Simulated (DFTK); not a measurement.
Runs of DFTK 0.8.2 on NaCl. The structure is cubic, space group Pm-3m (No. 221). Conventional cell: a = 3.502 Å, b = 3.502 Å, c = 3.502 Å, α = 90.00°, β = 90.00°, γ = 90.00°. Cl (site symmetry m-3m) is surrounded by 8 Na at 3.03 Å. Na (site symmetry m-3m) has 8 Cl at 3.03 Å as nearest neighbours. Measurements of this composition are mostly on another form, of space group No. 225.

```tsv
task	level	potentials or basis	k mesh	cutoff (eV)	valence electrons	SCF solver	gap on the mesh (eV)	V0 of scaled cells (Å³/atom)	B0 (GPa)
equation of state	PBEsol	dojo.nc.sr.pbesol.v0_4_1.standard.upf (PBEsol)	8 × 8 × 8	1197	Cl 7, Na 9	-	-	20.48	(b)
equation of state	PBE	dojo.nc.sr.pbe.v0_4_1.standard.upf (PBE)	8 × 8 × 8	1197	Cl 7, Na 9	-	-	(a)	26
band structure	TASK	cp2k.nc.sr.pbe.v0_1.largecore.gth (PBE, GTH, large core)	7 × 7 × 7	1252	Cl 7, Na 1	ScfAndersonSolver	7.03	-	-
single point	PBEsol	dojo.nc.sr.pbesol.v0_4_1.standard.upf (PBEsol)	8 × 8 × 8	1197	Cl 7, Na 9	-	3.84	-	-
```

Alike in all rows: no spin polarisation; cell as given; smearing fermi-dirac 0.05 eV.

Question: Fill in the values left out.

Answer: (a) 21.58; (b) 29.

Caveats: the potentials were made for another functional, which shifts forces and pressure (some runs); this set keeps more shells in the core, which shifts pressures and gaps (some runs).

A k mesh can miss the band edges.
